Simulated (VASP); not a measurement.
The system is LiHF2.

```
F Li H
1.0
     1.46698    0.84696    4.36669
    -1.46698    0.84696    4.36669
     0.00000   -1.69393    4.36669
F Li H
2 1 1
Direct
  0.58670 0.58670 0.58670
  0.41330 0.41330 0.41330
  0.00000 0.00000 0.00000
  0.50000 0.50000 0.50000
```

The cell comes from a database or a generator and needn't be the stable form of this composition.

```yaml
Program: VASP 6.6.1
Task: relaxation of cell and atoms
Functional: rev-vdW-DF2
Potentials_or_basis: VASP PAW PBE potentials, release 64 (F, Li_sv, H)
Cutoff: 600 eV
k_mesh: 11 × 11 × 11
Occupations: fermi-dirac, width 0.05 eV
Spin: no spin polarisation
```

At the start: pressure 2.9 GPa; volume 8.14 Å³/atom.

**Question.** How do energy, volume and symmetry change on relaxing?

**Answer.** Over 7 steps the energy falls by 2.9 meV/atom and the volume is 8.49 Å³/atom (+4.4 %); space group R-3m (No. 166, to 0.05 Å).

The path:
| step | energy change (eV) | largest force (eV/Å) | pressure (GPa) | volume (Å³) |
| --- | --- | --- | --- | --- |
| 1 | 0.0000 | 0.1885 | 2.92 | 32.55 |
| 2 | -0.0044 | 0.3677 | 0.09 | 33.26 |
| 3 | -0.0061 | 0.1813 | 1.10 | 33.01 |
| 4 | -0.0099 | 0.0701 | 0.50 | 33.45 |
| 5 | -0.0110 | 0.0235 | 0.06 | 33.84 |
| 6 | -0.0112 | 0.0182 | 0.05 | 33.87 |
| 7 | -0.0115 | 0.0035 | -0.01 | 33.98 |

Final structure:
```yaml
crystal:
  lattice:
    - [1.49062, 0.86061, 4.41445]
    - [-1.49062, 0.86061, 4.41445]
    - [0.00000, -1.72122, 4.41445]
  atoms:
    - { symbol: F, position: [0.58665, 0.58665, 0.58665] }
    - { symbol: F, position: [0.41335, 0.41335, 0.41335] }
    - { symbol: Li, position: [0.00000, 0.00000, 0.00000] }
    - { symbol: H, position: [0.50000, 0.50000, 0.50000] }
```

Caveat: the cutoff is under 1.25 times the usual one of these potentials, so pressure, stress and relaxed cells hold a basis-set (Pulay) error; the PAW data sets were made with another functional, which shifts forces and pressure a little.
